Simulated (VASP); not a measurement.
# CoSi (P2_13) in VASP: a series of runs, part 2 of 3

VASP 6.6.1. The steps go on from the part before.

### Step 3. Relaxation of cell and atoms, PBE, collinear spin, ferromagnetic start

File INCAR:

```
  ALGO = Normal
  AMIX = 0.2
  AMIX_MAG = 0.8
  BMIX = 1E-4
  BMIX_MAG = 1E-4
  EDIFF = 1E-6
  EDIFFG = -0.01
  ENCUT = 600
  GGA = PE
  IBRION = 2
  ISIF = 3
  ISMEAR = 1
  ISPIN = 2
  KPAR = 4
  LASPH = T
  LCHARG = F
  LMAXMIX = 4
  LORBIT = 11
  LREAL = F
  LWAVE = F
  MAGMOM = 1.5 1.5 1.5 1.5 0 0 0 0
  NELM = 150
  NSW = 90
  PREC = Accurate
  SIGMA = 0.1
```

File KPOINTS:

```
k-points
0
Gamma
  8 8 8
```

File POSCAR:

```
CoSi
1.0
    4.4380000000      0.0000000000      0.0000000000
    0.0000000000      4.4380000000      0.0000000000
    0.0000000000      0.0000000000      4.4380000000
Co Si
4 4
Direct
    0.1400000000      0.1400000000      0.1400000000
    0.3600000000      0.8600000000      0.6400000000
    0.6400000000      0.3600000000      0.8600000000
    0.8600000000      0.6400000000      0.3600000000
    0.8430000000      0.8430000000      0.8430000000
    0.6570000000      0.1570000000      0.3430000000
    0.3430000000      0.6570000000      0.1570000000
    0.1570000000      0.3430000000      0.6570000000
```

Potentials or basis: VASP PAW PBE potentials, release 64 (Co, Si).

Run with:

```sh
cat potpaw_PBE.64/Co/POTCAR potpaw_PBE.64/Si/POTCAR > POTCAR
mpirun -np 4 vasp_std > vasp.out
```

OUTCAR:

```text
AMIX = 0.2
   AMIX_MAG = 0.8
   EDIFF = 1E-6
   EDIFFG = -0.01
   ENCUT = 600
   GGA = PE
   IBRION = 2
   ISIF = 3
   ISMEAR = 1
   ISPIN = 2
   LASPH = T
   LORBIT = 11
   LREAL = F
   NELM = 150
   NSW = 90
   PREC = Accurate

 ion  position               nearest neighbor table
   1  0.140  0.140  0.140-   5 2.28   6 2.33   7 2.33   8 2.33   7 2.47   8 2.47   6 2.47   2 2.72
                             4 2.72   2 2.72   4 2.72   3 2.72   3 2.72
   2  0.360  0.860  0.640-   6 2.28   5 2.33   7 2.33   8 2.33   7 2.47   8 2.47   5 2.47   1 2.72
                             3 2.72   1 2.72   3 2.72   4 2.72   4 2.72
   3  0.640  0.360  0.860-   7 2.28   6 2.33   5 2.33   8 2.33   8 2.47   6 2.47   5 2.47   4 2.72
                             2 2.72   2 2.72   4 2.72   1 2.72   1 2.72
   4  0.860  0.640  0.360-   8 2.28   6 2.33   7 2.33   5 2.33   6 2.47   5 2.47   7 2.47   3 2.72
                             1 2.72   1 2.72   3 2.72   2 2.72   2 2.72
   5  0.843  0.843  0.843-   1 2.28   2 2.33   3 2.33   4 2.33   3 2.47   4 2.47   2 2.47   6 2.75
                             7 2.75   8 2.75   6 2.75   8 2.75   7 2.75
   6  0.657  0.157  0.343-   2 2.28   1 2.33   3 2.33   4 2.33   3 2.47   4 2.47   1 2.47   8 2.75
                             5 2.75   5 2.75   7 2.75   7 2.75   8 2.75
   7  0.343  0.657  0.157-   3 2.28   2 2.33   1 2.33   4 2.33   4 2.47   2 2.47   1 2.47   8 2.75
                             5 2.75   8 2.75   6 2.75   6 2.75   5 2.75
   8  0.157  0.343  0.657-   4 2.28   2 2.33   3 2.33   1 2.33   2 2.47   1 2.47   3 2.47   7 2.75
                             5 2.75   7 2.75   5 2.75   6 2.75   6 2.75

  LATTYP: Found a simple cubic cell.
 ALAT       =     4.4380000000

  Lattice vectors:

 A1 = (   4.4380000000,   0.0000000000,   0.0000000000)
 A2 = (   0.0000000000,   4.4380000000,   0.0000000000)
 A3 = (   0.0000000000,   0.0000000000,   4.4380000000)

Analysis of symmetry for initial positions (statically):
=====================================================================
 Subroutine PRICEL returns:
 Original cell was already a primitive cell.

 Routine SETGRP: Setting up the symmetry group for a
 simple cubic supercell.

 Subroutine GETGRP returns: Found 12 space group operations
 (whereof  3 operations were pure point group operations)
 out of a pool of 48 trial point group operations.

The static configuration has the point symmetry C_3 .
 The point group associated with its full space group is T   .

Analysis of symmetry for dynamics (positions and initial velocities):
=====================================================================
 Subroutine PRICEL returns:
 Original cell was already a primitive cell.

 Routine SETGRP: Setting up the symmetry group for a
 simple cubic supercell.

 Subroutine GETGRP returns: Found 12 space group operations
 (whereof  3 operations were pure point group operations)
 out of a pool of 48 trial point group operations.

The dynamic configuration has the point symmetry C_3 .
 The point group associated with its full space group is T   .

Analysis of structural, dynamic, and magnetic symmetry:
=====================================================================
 Subroutine PRICEL returns:
 Original cell was already a primitive cell.

 Routine SETGRP: Setting up the symmetry group for a
 simple cubic supercell.

 Subroutine GETGRP returns: Found 12 space group operations
 (whereof  3 operations were pure point group operations)
 out of a pool of 48 trial point group operations.

The overall configuration has the point symmetry C_3 .
 The point group associated with its full space group is T   .
[... 111 lines left out ...]
   EDIFF  = 0.1E-05   stopping-criterion for ELM
   LREAL  =      F    real-space projection
   EDIFFG = -.1E-01   stopping-criterion for IOM
   NSW    =     90    number of steps for IOM
   IBRION =      2    ionic relax: 0-MD 1-quasi-New 2-CG
   NFREE  =      1    steps in history (QN), initial steepest desc. (CG)
   ISIF   =      3    stress and relaxation
   ISYM   =      2    0-nonsym 1-usesym 2-fastsym
   POTIM  = 0.5000    time-step for ionic-motion
   TEBEG  =    0.0;   TEEND  =   0.0 temperature during run
   PSTRESS=    0.0 pullay stress
   NELECT =      52.0000    total number of electrons
   NUPDOWN=      -1.0000    fix difference up-down
   EMIN   =  10.00;   EMAX   =-10.00  energy-range for DOS
   EFERMI =   0.00;   METHOD = LEGACY
   ISMEAR =     1;   SIGMA  =   0.10  broadening in eV -4-tet -1-fermi 0-gaus
   EFERMI_NEDOS =   21; number of points for ismear=-14 and -15
   IALGO  =     38    algorithm
   IMIX   =      4    mixing-type and parameters
     AMIX     =   0.20;   BMIX     =  0.00
     AMIX_MAG =   0.80;   BMIX_MAG =  0.00
  volume/ion in A,a.u.               =      10.93        73.73
  Fermi-wavevector in a.u.,A,eV,Ry     =   1.376856  2.601881 25.793021  1.895734
  Thomas-Fermi vector in A             =   2.502063
   LORBIT       =     11    0 simple, 1 ext, 2 COOP (PROOUT), +10 PAW based schemes
   GGA     = PE    functional components
   LHFCALC =     F    Hartree Fock is set to
   AEXX    =    0.0000 exact exchange contribution
   IVDW    =     0    specifies the selected vdW correction
   LEPSILON=     F    determine dielectric tensor
   LRPA    =     F    only Hartree local field effects (RPA)
 conjugate gradient relaxation of ions
 spin polarized calculation
 Methfessel and Paxton  Order N= 1 SIGMA  =   0.10
  energy-cutoff  :      600.00
  volume of cell :       87.41
 maximum number of plane-waves:      2968
   NGX = 17   NGY = 17   NGZ = 17

--------------------------------------- Ionic step        1  -------------------------------------------

 number of electron      51.9999992 magnetization      -0.0003012

 number of electron      51.9999992 magnetization       0.0002894

 Free energy of the ion-electron system (eV)
  ---------------------------------------------------
  ext. energy  EPLUGINS =         0.00000000
  ---------------------------------------------------
  free energy    TOTEN  =       -54.72457281 eV

  energy without entropy =      -54.72783684  energy(sigma->0) =      -54.72566082

------------------------ aborting loop because EDIFF is reached ----------------------------------------

  FORCE on cell =-STRESS in cart. coord.  units (eV):
  Direction    XX          YY          ZZ          XY          YZ          ZX
  --------------------------------------------------------------------------------------
  -------------------------------------------------------------------------------------
  Total       -0.2313996     -0.2313996     -0.2313996      0.0000000      0.0000000      0.0000000
  in kB       -4.2414208     -4.2414208     -4.2414208      0.0000000      0.0000000      0.0000000
  external PRESSURE =      -4.2414208 kB  Pullay stress =       0.0000000 kB
[... 293 lines left out ...]
 number of electron      52.0000003 magnetization      -0.0000000

 number of electron      52.0000003 magnetization       0.0000000

 Free energy of the ion-electron system (eV)
  ---------------------------------------------------
  ext. energy  EPLUGINS =         0.00000000
  ---------------------------------------------------
  free energy    TOTEN  =       -54.74709453 eV

  energy without entropy =      -54.74996649  energy(sigma->0) =      -54.74805185

 E-fermi :  12.1079     XC(G=0): -12.8720

 val. band max:       12.1046427858   @ k =   0.1250   0.1250   0.1250
 cond. band min:      12.1147093562   @ k =   0.0000   0.0000   0.0000
 fundamental gap:      0.0100665704
 Fermi energy:        12.1079302249

 spin component 1

 k-point     1 :       0.0000    0.0000    0.0000
  band No.  band energies     occupation
      1      -1.5572      1.00000
      2       3.9404      1.00000
      3       3.9404      1.00000
      4       3.9404      1.00000
      5       6.6409      1.00000
      6       6.6409      1.00000
[... 877 lines left out ...]
     33      15.7528      0.00000
     34      16.4264      0.00000

 [... further k-points ...]

 spin component 2

 k-point     1 :       0.0000    0.0000    0.0000
  band No.  band energies     occupation
      1      -1.5572      1.00000
      2       3.9404      1.00000
      3       3.9404      1.00000
      4       3.9404      1.00000
      5       6.6409      1.00000
      6       6.6409      1.00000
[... 914 lines left out ...]
  FREE ENERGIE OF THE ION-ELECTRON SYSTEM (eV)
  ---------------------------------------------------
  free  energy   TOTEN  =       -54.7470945313 eV

  energy  without entropy=      -54.7499664950  energy(sigma->0) =      -54.74805185

 reached required accuracy - stopping structural energy minimisation

 total charge

# of ion       s       p       d       tot
------------------------------------------
    1        0.437   0.618   7.566   8.621
    2        0.437   0.618   7.566   8.621
    3        0.437   0.618   7.566   8.621
    4        0.437   0.618   7.566   8.621
    5        0.725   0.884   0.000   1.609
    6        0.725   0.884   0.000   1.609
    7        0.725   0.884   0.000   1.609
    8        0.725   0.884   0.000   1.609
--------------------------------------------------
tot          4.646   6.010  30.263  40.920

 magnetization (x)

# of ion       s       p       d       tot
------------------------------------------
    1        0.000   0.000   0.000   0.000
    2        0.000   0.000   0.000   0.000
    3        0.000   0.000   0.000   0.000
    4        0.000   0.000   0.000   0.000
    5        0.000   0.000   0.000   0.000
    6        0.000   0.000   0.000   0.000
    7        0.000   0.000   0.000   0.000
    8        0.000   0.000   0.000   0.000
--------------------------------------------------
tot          0.000   0.000   0.000   0.000
```

Run time: 3.1 min. Hardware: 4 MPI ranks of Intel Xeon 6975P-C (Granite Rapids), shared host; peak memory 0.4 GiB.

What came out:

```
Free energy                                           : -54.7471 eV
Relaxed volume                                        : 10.86 Å³/atom
Relaxed cell                                          : a = 4.429 Å, b = 4.429 Å, c = 4.429 Å, α = 90.00°, β = 90.00°, γ = 90.00°
Space group after relaxing (to 0.05 Å)                : P2_13 (No. 198)
Energy gained by relaxing                             : 2.8 meV/atom
Ionic steps                                           : 8
Pressure after relaxing                               : 0.0 GPa
Largest force after relaxing                          : 0.004 eV/Å
Band gap on the k mesh                                : none (metal or under the smearing width)
Net moment                                            : 0.00 μB per cell
Valence electrons inside the program's atomic spheres : Co 8.62; Si 1.61
```

Forces on the atoms (eV/Å):
```
Co   0.001  0.001  0.001
Co  -0.001 -0.001  0.001
Co   0.001 -0.001 -0.001
Co  -0.001  0.001 -0.001
Si   0.002  0.002  0.002
Si  -0.002 -0.002  0.002
Si   0.002 -0.002 -0.002
Si  -0.002  0.002 -0.002
```

Step by step:
| step | energy change (eV) | largest force (eV/Å) | pressure (GPa) | volume (Å³) |
| --- | --- | --- | --- | --- |
| 1 | 0.0000 | 0.2730 | -0.42 | 87.41 |
| 2 | -0.0125 | 0.1887 | 0.20 | 87.04 |
| 3 | -0.0193 | 0.0832 | 1.25 | 86.49 |
| 4 | -0.0183 | 0.0751 | -1.55 | 87.48 |
| 5 | -0.0220 | 0.0586 | -0.10 | 86.95 |
| 6 | -0.0220 | 0.0592 | -0.03 | 86.94 |
| 7 | -0.0225 | 0.0172 | 0.03 | 86.91 |
| 8 | -0.0225 | 0.0038 | 0.02 | 86.90 |

Final structure:
```yaml
crystal:
  lattice:
    - [4.42935, 0.00000, 0.00000]
    - [0.00000, 4.42935, 0.00000]
    - [0.00000, 0.00000, 4.42935]
  atoms:
    - { symbol: Co, position: [0.14509, 0.14509, 0.14509] }
    - { symbol: Co, position: [0.35491, 0.85491, 0.64509] }
    - { symbol: Co, position: [0.64509, 0.35491, 0.85491] }
    - { symbol: Co, position: [0.85491, 0.64509, 0.35491] }
    - { symbol: Si, position: [0.84318, 0.84318, 0.84318] }
    - { symbol: Si, position: [0.65682, 0.15682, 0.34318] }
    - { symbol: Si, position: [0.34318, 0.65682, 0.15682] }
    - { symbol: Si, position: [0.15682, 0.34318, 0.65682] }
```

Caveat: the starting moments collapsed, and a magnetic state may lie lower.

(Continued in part 3 of 3.)
